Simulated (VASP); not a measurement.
Crystal: GaAs.

```
Ga As
1.0
     0.00000    2.87509    2.87509
     2.87509    0.00000    2.87509
     2.87509    2.87509    0.00000
Ga As
1 1
Cartesian
  0.0000 0.0000 0.0000
  4.3126 4.3126 4.3126
```

The cell is a database's computed one.

| Property | Result |
| --- | --- |
| Program | VASP 6.6.1 |
| Task | relaxation of cell and atoms |
| Functional | RPBE |
| Potentials or basis | VASP PAW PBE potentials, release 64 (Ga_d, As) |
| Cutoff | 600 eV |
| k mesh | 10 × 10 × 10 |
| Occupations | gaussian, width 0.1 eV |
| Spin | no spin polarisation |

At the start: pressure 1.8 GPa; volume 23.77 Å³/atom.

**Question.** Where does the relaxation end?

**Answer.** Over 3 steps the energy falls by 3.9 meV/atom and the volume is 24.50 Å³/atom (+3.1 %); space group F-43m (No. 216, to 0.05 Å).

Step by step:
| step | energy change (eV) | largest force (eV/Å) | pressure (GPa) | volume (Å³) |
| --- | --- | --- | --- | --- |
| 1 | 0.0000 | 0.0000 | 1.78 | 47.53 |
| 2 | -0.0074 | 0.0000 | -0.38 | 49.37 |
| 3 | -0.0078 | 0.0000 | -0.01 | 49.00 |

Final structure:
```xyz
2
Lattice="0.0000 2.9044 2.9044 2.9044 0.0000 2.9044 2.9044 2.9044 0.0000" Properties=species:S:1:pos:R:3 pbc="T T T"
Ga    0.0000    0.0000    0.0000
As    4.3566    4.3566    4.3566
```

Caveat: the PAW data sets were made with another functional, which shifts forces and pressure a little.
